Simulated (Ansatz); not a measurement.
**TiC (Fm-3m), an elastic constant from a strain scan**

The calculation used Ansatz, DFT PBE, scalar-relativistic, plane waves, PAW. Cutoff 420 eV, Γ-centred 24×24×24 k-points, Gaussian smearing of 0.15 eV. No spin polarisation. Energies are free energies at this smearing, counted from the undisturbed cell; pressure is positive in compression.

Zero of the scan (relaxed at this level):

```xyz
2
Lattice="0.0000 2.1665 2.1665 2.1665 0.0000 2.1665 2.1665 2.1665 0.0000" Properties=species:S:1:pos:R:3 pbc="T T T"
Ti    0.0000    0.0000    0.0000
C     2.1665    2.1665    2.1665
```

The cell is strained by ε times the Voigt pattern (1, -1, 0, 0, 0, 0) (xx, yy, zz, yz, xz, xy; engineering shear) with fractional coordinates fixed. The cell holds 2 atoms in V0 = 20.34 Å³. The stress column is τ = (1/V0) dE/dε, got from the stress tensor σ (compression positive) at each point as −det(1 + εP) σ : P(1 + εP)⁻¹, with P the pattern as a tensor.

```csv
ε,ΔE (meV/atom),τ (GPa)
-0.1312,521.796,-147.282
-0.1125,365.515,-116.770
-0.0937,242.478,-90.117
-0.0750,149.420,-67.273
-0.0562,81.251,-47.472
-0.0375,35.338,-30.255
-0.0187,8.663,-14.670
0.0000,0.000,0.000
0.0187,8.663,14.670
0.0375,35.338,30.255
0.0562,81.251,47.472
0.0750,149.420,67.273
0.0937,242.478,90.117
0.1125,365.515,116.770
0.1312,521.796,147.282
0.1500,?,?
```

**Question.** Which combination of elastic constants does this scan measure, and how large is it?

**Answer.** For small ε, τ = τ0 + Kε with K = pᵀCp, which for this pattern is 2(C11 − C12) in the cubic axes. The parabola through τ at ε = -0.0187, 0 and 0.0187 has slope K = 784 GPa at zero. The energies per cell, E = NΔE, of the same two points give K = 2[E(ε₊)/ε₊ − E(ε₋)/ε₋]/[(ε₊ − ε₋)V0] = 781 GPa, in agreement.

**Question.** Predict the withheld row at ε = 0.1500 from the harmonic law, and compare.

**Answer.** ΔE = V0(τ0 ε + Kε²/2)/N = 560.119 meV/atom and τ = 117.67 GPa. The calculation gives 717.992 meV/atom and 182.34 GPa: the energy lies 28 % above the harmonic value.

In a metal these slopes depend on the k mesh and the smearing.